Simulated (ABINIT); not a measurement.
# Bi (C2/m) in ABINIT: single point with PBEsol

Aim: the single point of Bi with PBEsol.

Everything below comes from runs of ABINIT 10.8.3 (patched build). Logs are shortened: lines on timing, memory, paths and dates and some standing lists are left out, and cuts for length are marked. The log counts tension as positive stress, the text compression.

## Step 1: The undisturbed crystal

It takes space group C2/m (No. 12, monoclinic). The conventional cell has a = 6.977 Å, b = 6.265 Å, c = 3.359 Å, α = 90.00°, β = 112.04°, γ = 90.00°. Around Bi (site symmetry m) lie 6 Bi at 3.21 to 3.45 Å.

This isn't the form of Bi at room conditions, which is rhombohedral.

## Step 2: Single point, PBEsol (atoms moved at random, drawn with an rms of 0.05 Å)

The input, run.abi:

```
# Pseudopotentials
pp_dirpath "./"
pseudos "Bi.upf"

# Structure
acell 8.8602486976 8.8602486976 6.3474507711
rprim
     0.7440530175    -0.6681205783     0.0000000000
     0.7440530175     0.6681205783     0.0000000000
    -0.3751898342     0.0000000000     0.9269479965
ntypat 1
znucl 83
natom 2
typat 1 1
xred
     0.7502280000     0.7515860000     0.8490970000
     0.2471020000     0.2530770000     0.1447550000
chkprim 0
chksymtnons 0
tolsym 1.0e-6

# Plane-wave basis
ecut 897.975746 eV

# k points
kptopt 1
ngkpt 6 6 9
nshiftk 1
shiftk 0.0 0.0 0.0

# Exchange and correlation
ixc -116133

# Bands and occupations
nband 19
occopt 3
tsmear 0.05 eV

# SCF cycle
nstep 100
tolvrs 1.0e-10

# Output
iomode 3
prtwf 0
prtden 0
prteig 0
prtebands 0
enunit 2
```

Potentials or basis: PseudoDojo NC SR PBEsol v0.4.1 standard.

Started as:

```bash
abinit run.abi > log 2>&1
```

run.abo:

```text
.Version 10.8.3 of ABINIT
 Symmetries : space group P-1 (#  2); Bravais aP (primitive triclinic)
================================================================================
 Values of the parameters that define the memory need of the present run
     intxc =       0    ionmov =       0      iscf =       7    lmnmax =       6
     lnmax =       6     mgfft =      48  mpssoang =       3    mqgrid =    3001
     natom =       2  nloc_mem =       1    nspden =       1   nspinor =       1
    nsppol =       1      nsym =       2    n1xccc =    2501    ntypat =       1
    occopt =       3   xclevel =       2
       mpw =        4183          nfft =       82944          nkpt =         164
================================================================================
================================================================================

--------------------------------------------------------------------------------
------------- Echo of variables that govern the present computation ------------
--------------------------------------------------------------------------------
 -outvars: echo values of preprocessed input variables --------
            acell      8.8602486976E+00  8.8602486976E+00  6.3474507711E+00 Bohr
              amu      2.08980370E+02
          chkprim           0
      chksymtnons           0
             ecut      3.30000000E+01 Hartree
           enunit           2
                       outvar_i_n : Printing only first  50 k-points.
              ixc     -116133
                       outvar_i_n : Printing only first  50 k-points.
         kptrlatt        6    0    0      0    6    0      0    0    9
          kptrlen      5.31614922E+01
            natom           2
            nband          19
            ngfft          48      48      36
             nkpt         164
            nstep         100
             nsym           2
           ntypat           1
                       prtocc : prtvol=0, do not print more k-points.
           occopt           3
           prtden           0
        prtebands           0
           prteig           0
            prtwf           0
            rprim      7.4405301750E-01 -6.6812057830E-01  0.0000000000E+00
                       7.4405301750E-01  6.6812057830E-01  0.0000000000E+00
                      -3.7518983420E-01  0.0000000000E+00  9.2694799650E-01
          spgroup           2
           tolsym      1.00000000E-06
           tolvrs      1.00000000E-10
           tsmear      1.83746611E-03 Hartree
            typat      1  1
                       outvars : Printing only first  50 k-points.
           xangst      4.1691635565E+00  4.2540409209E-03  2.6437059625E+00
                       1.5624981407E+00  1.8717153536E-02  4.5070192993E-01
            xcart      7.8785772960E+00  8.0389722689E-03  4.9958802265E+00
                       2.9526935581E+00  3.5370294040E-02  8.5170321199E-01
             xred      7.5022800000E-01  7.5158600000E-01  8.4909700000E-01
                       2.4710200000E-01  2.5307700000E-01  1.4475500000E-01
            znucl       83.00000

================================================================================

 chkinp: Checking input parameters for consistency.

================================================================================
== DATASET  1 ==================================================================

--- !DatasetInfo
iteration_state: {dtset: 1, }
dimensions: {natom: 2, nkpt: 164, mband: 19, nsppol: 1, nspinor: 1, nspden: 1, mpw: 4183, }
cutoff_energies: {ecut:  33.0, pawecutdg:  -1.0, }
electrons: {nelect:   3.00000000E+01, charge:   0.00000000E+00, occopt:   3.00000000E+00, tsmear:   1.83746611E-03, }
meta: {optdriver: 0, ionmov: 0, optcell: 0, iscf: 7, paral_kgb: 0, }
...

 Real(R)+Recip(G) space primitive vectors, cartesian coordinates (Bohr,Bohr^-1):
 R(1)=  6.5924948 -5.9197145  0.0000000  G(1)=  0.0758438 -0.0844635  0.0306984
 R(2)=  6.5924948  5.9197145  0.0000000  G(2)=  0.0758438  0.0844635  0.0306984
 R(3)= -2.3814990  0.0000000  5.8837568  G(3)=  0.0000000  0.0000000  0.1699594
 Unit cell volume ucvol=  4.5923530E+02 bohr^3
 Angles (23,13,12)=  1.06210145E+02  1.06210145E+02  8.38443507E+01 degrees

 getcut: wavevector=  0.0000  0.0000  0.0000  ngfft=  48  48  36
         ecut(hartree)=     33.000   => boxcut(ratio)=   2.09535

--- Pseudopotential description ------------------------------------------------
- pspini: atom type   1  psp file is ./Bi.upf
12 -116133 2 -1 1472                          pspcod,pspxc,lmax,lloc,mmax
     nproj     2     2     2

   2.57404668E+03                                ecore*ucvol(ha*bohr**3)
--------------------------------------------------------------------------------

================================================================================

--- !BeginCycle
iteration_state: {dtset: 1, }
solver: {iscf: 7, nstep: 100, nline: 4, wfoptalg: 0, }
tolerances: {tolvrs: 1.00E-10, }
...

     iter   Etot(hartree)      deltaE(h)  residm     vres2
 ETOT  1  -163.76501572248    -1.638E+02 2.737E-01 6.060E-01
 ETOT  2  -163.85359867893    -8.858E-02 4.993E-02 1.522E+00
 ETOT  3  -163.85382352033    -2.248E-04 2.442E-03 5.231E-01
 ETOT  4  -163.85393098162    -1.075E-04 7.133E-04 1.060E-03
 ETOT  5  -163.85393119652    -2.149E-07 1.213E-03 1.279E-04
 ETOT  6  -163.85393121974    -2.322E-08 1.510E-03 8.415E-06
 ETOT  7  -163.85393122118    -1.433E-09 6.292E-04 8.404E-08
 ETOT  8  -163.85393122119    -1.415E-11 4.382E-04 4.337E-09
 ETOT  9  -163.85393122119     1.137E-13 1.059E-04 7.990E-11

 At SCF step    9       vres2   =  7.99E-11 < tolvrs=  1.00E-10 =>converged.

 Cartesian components of stress tensor (hartree/bohr^3)
  sigma(1 1)=  8.35839757E-05  sigma(3 2)=  5.94372427E-07
  sigma(2 2)=  1.12437623E-04  sigma(3 1)=  9.80361857E-06
  sigma(3 3)=  6.44407681E-05  sigma(2 1)=  6.18407741E-07

--- !ResultsGS
iteration_state: {dtset: 1, }
comment   : Summary of ground state results
lattice_vectors:
- [  6.5924948,  -5.9197145,   0.0000000, ]
- [  6.5924948,   5.9197145,   0.0000000, ]
- [ -2.3814990,   0.0000000,   5.8837568, ]
lattice_lengths: [   8.86025,    8.86025,    6.34745, ]
lattice_angles: [106.210, 106.210,  83.844, ] # degrees, (23, 13, 12)
lattice_volume:   4.5923530E+02
convergence: {deltae:  1.137E-13, res2:  7.990E-11, residm:  1.059E-04, diffor: null, }
etotal    :  -1.63853931E+02
entropy   :   0.00000000E+00
fermie    :   1.89838117E-01
cartesian_stress_tensor: # hartree/bohr^3
- [  8.35839757E-05,   6.18407741E-07,   9.80361857E-06, ]
- [  6.18407741E-07,   1.12437623E-04,   5.94372427E-07, ]
- [  9.80361857E-06,   5.94372427E-07,   6.44407681E-05, ]
pressure_GPa:  -2.5544E+00
xred      :
- [  7.5023E-01,   7.5159E-01,   8.4910E-01, Bi]
- [  2.4710E-01,   2.5308E-01,   1.4475E-01, Bi]
cartesian_forces: # hartree/bohr
- [  1.63365153E-03,   2.56383280E-04,   1.01314903E-03, ]
- [ -1.63365153E-03,  -2.56383280E-04,  -1.01314903E-03, ]
force_length_stats: {min:   1.93933510E-03, max:   1.93933510E-03, mean:   1.93933510E-03, }
...

 Integrated electronic density in atomic spheres:
 ------------------------------------------------
 Atom  Sphere_radius  Integrated_density
    1        2.00000         10.71227728
    2        2.00000         10.71174889
================================================================================

 ----iterations are completed or convergence reached----

 Mean square residual over all n,k,spin=   95.090E-09; max=  10.585E-05
 reduced coordinates (array xred) for    2 atoms
       0.750228000000      0.751586000000      0.849097000000
       0.247102000000      0.253077000000      0.144755000000
 rms dE/dt=  8.9605E-03; max dE/dt=  1.2288E-02; dE/dt below (all hartree)
    1      -0.009252123338     -0.012287554965     -0.002070582969
    2       0.009252123338      0.012287554965      0.002070582969

 cartesian coordinates (angstrom) at end:
    1      4.16916355653241     0.00425404092089     2.64370596247783
    2      1.56249814066538     0.01871715353634     0.45070192993083

 cartesian forces (hartree/bohr) at end:
    1      0.00163365152526     0.00025638327954     0.00101314902613
    2     -0.00163365152526    -0.00025638327954    -0.00101314902613
 frms,max,avg= 1.1196756E-03 1.6336515E-03   0.000E+00  0.000E+00  0.000E+00 h/b

 cartesian forces (eV/Angstrom) at end:
    1      0.08400573902189     0.01318375830901     0.05209821762055
    2     -0.08400573902189    -0.01318375830901    -0.05209821762055
 frms,max,avg= 5.7576037E-02 8.4005739E-02   0.000E+00  0.000E+00  0.000E+00 e/A
 length scales=  8.860248697600  8.860248697600  6.347450771100 bohr
              =  4.688641690522  4.688641690522  3.358926293116 angstroms
 Fermi (or HOMO) energy (hartree) =   0.18984   Average Vxc (hartree)=  -0.37646
 Eigenvalues (hartree) for nkpt= 164  k points:
 kpt#   1, nband= 19, wtk=  0.00309, kpt=  0.0000  0.0000  0.0000 (reduced coord)
  -0.65175   -0.65063   -0.64920   -0.64823   -0.64527   -0.64425   -0.64370   -0.64342
  -0.64234   -0.63914   -0.29152   -0.14806    0.07755    0.08776    0.29145    0.30339
   0.32604    0.33927    0.34880
      occupation numbers for kpt#   1
   2.00000    2.00000    2.00000    2.00000    2.00000    2.00000    2.00000    2.00000
   2.00000    2.00000    2.00000    2.00000    2.00000    2.00000    0.00000    0.00000
   0.00000    0.00000    0.00000
 prteigrs : prtvol=0 or 1, do not print more k-points.

 Fermi (or HOMO) energy (eV) =   5.16576   Average Vxc (eV)= -10.24403
 Eigenvalues (   eV  ) for nkpt= 164  k points:
 kpt#   1, nband= 19, wtk=  0.00309, kpt=  0.0000  0.0000  0.0000 (reduced coord)
 -17.73492  -17.70459  -17.66559  -17.63930  -17.55868  -17.53083  -17.51600  -17.50833
 -17.47890  -17.39175   -7.93279   -4.02895    2.11031    2.38803    7.93063    8.25553
   8.87212    9.23208    9.49130
 prteigrs : prtvol=0 or 1, do not print more k-points.

--- !EnergyTerms
iteration_state     : {dtset: 1, }
comment             : Components of total free energy in Hartree
kinetic             :  7.81320514813437E+01
hartree             :  3.34263949032957E+01
xc                  : -4.29127809115293E+01
Ewald energy        : -1.05005662203018E+02
psp_core            :  5.60507149371191E+00
local_psp           : -1.02642097204786E+02
non_local_psp       : -3.04566057737565E+01
internal            : -1.63853628214739E+02
'-kT*entropy'       : -3.03006450672815E-04
total_energy        : -1.63853931221189E+02
total_energy_eV     : -4.45869261038219E+03
band_energy         : -1.30676977675431E+01
...

 Cartesian components of stress tensor (hartree/bohr^3)
  sigma(1 1)=  8.35839757E-05  sigma(3 2)=  5.94372427E-07
  sigma(2 2)=  1.12437623E-04  sigma(3 1)=  9.80361857E-06
  sigma(3 3)=  6.44407681E-05  sigma(2 1)=  6.18407741E-07

-Cartesian components of stress tensor (GPa)         [Pressure= -2.5544E+00 GPa]
- sigma(1 1)=  2.45912546E+00  sigma(3 2)=  1.74870405E-02
- sigma(2 2)=  3.30802908E+00  sigma(3 1)=  2.88432416E-01
- sigma(3 3)=  1.89591285E+00  sigma(2 1)=  1.81941839E-02

== END DATASET(S) ==============================================================
================================================================================

 -outvars: echo values of variables after computation  --------
            acell      8.8602486976E+00  8.8602486976E+00  6.3474507711E+00 Bohr
           etotal     -1.6385393122E+02
            fcart      1.6336515253E-03  2.5638327954E-04  1.0131490261E-03
                      -1.6336515253E-03 -2.5638327954E-04 -1.0131490261E-03
            rprim      7.4405301750E-01 -6.6812057830E-01  0.0000000000E+00
                       7.4405301750E-01  6.6812057830E-01  0.0000000000E+00
                      -3.7518983420E-01  0.0000000000E+00  9.2694799650E-01
           strten      8.3583975652E-05  1.1243762304E-04  6.4440768123E-05
                       5.9437242657E-07  9.8036185672E-06  6.1840774053E-07
           xangst      4.1691635565E+00  4.2540409209E-03  2.6437059625E+00
                       1.5624981407E+00  1.8717153536E-02  4.5070192993E-01
             xred      7.5022800000E-01  7.5158600000E-01  8.4909700000E-01
                       2.4710200000E-01  2.5307700000E-01  1.4475500000E-01
 Calculation completed.
```

Wall time 5.8 min (1 thread of Arm Neoverse V1, shared host); peak memory 0.27 GiB.

Results:

| Quantity | Value |
| --- | --- |
| Free energy | -4458.6926 eV |
| Pressure | -2.6 GPa |
| Largest force | 0.100 eV/Å |
| Band gap on the k mesh | none (metal or under the smearing width) |
| Valence electrons inside the program's atomic spheres | Bi 10.71 (radii [1.0584] Å) |

Forces on the atoms (eV/Å):
```
Bi   0.084  0.013  0.052
Bi  -0.084 -0.013 -0.052
```

Levels at points of the mesh, in eV from the Fermi level:
```tsv
k point	band 12	band 13	band 14	band 15	band 16	band 17	band 18	band 19
(0.00, 0.00, 0.00)	-9.19	-3.06	-2.78	2.76	3.09	3.71	4.07	4.33
(0.50, 0.00, 0.00)	-11.48	-1.06	-0.98	-0.79	-0.70	3.44	4.52	7.67
(0.00, 0.50, 0.00)	-11.53	-1.10	-0.94	-0.77	-0.71	3.43	4.54	7.66
(0.50, 0.50, 0.00)	-11.00	-4.92	-4.92	3.12	3.92	5.18	5.52	8.79
```

Caveat: spin-orbit coupling is left out, which moves the levels of the heavy elements.
